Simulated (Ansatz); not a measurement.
The system is Gd.

```
Gd
1.0
    -2.02500    2.02500    2.02500
     2.02500   -2.02500    2.02500
     2.02500    2.02500   -2.02500
Gd
1
Direct
  0.00000 0.00000 0.00000
```

This isn't the form of Gd at room conditions, which is hcp.

Base run:

* Program: Ansatz 0.2.0
* Functional: LDA
* Potentials or basis: Ansatz PAW
* Cutoff: 420 eV (not typed: the program's choice for these potentials)
* k mesh: 7 × 7 × 7
* Occupations: fermi-dirac, width 0.05 eV
* Spin: collinear spin, ferromagnetic start
* Starting moments: [7.0] μB

Its results: band gap on the k mesh none (metal or under the smearing width); pressure -4.3 GPa; net moment 7.53 μB per cell; site moments Gd +7.28 μB.

Problem. The run is repeated on the same cell with these changes: functional from LDA to PBE. What comes out?

Solution. Band gap on the k mesh none (metal or under the smearing width); pressure -0.1 GPa; net moment 7.62 μB per cell; site moments Gd +7.33 μB.

PBE binds less tightly than LDA, so the same cell stands under more pressure.

Caveats: spin-orbit coupling is left out, which moves the levels of the heavy elements; the PAW data sets come from PBE, with cores solved anew for the run's functional, which leaves a small shift of forces and pressure (some runs).
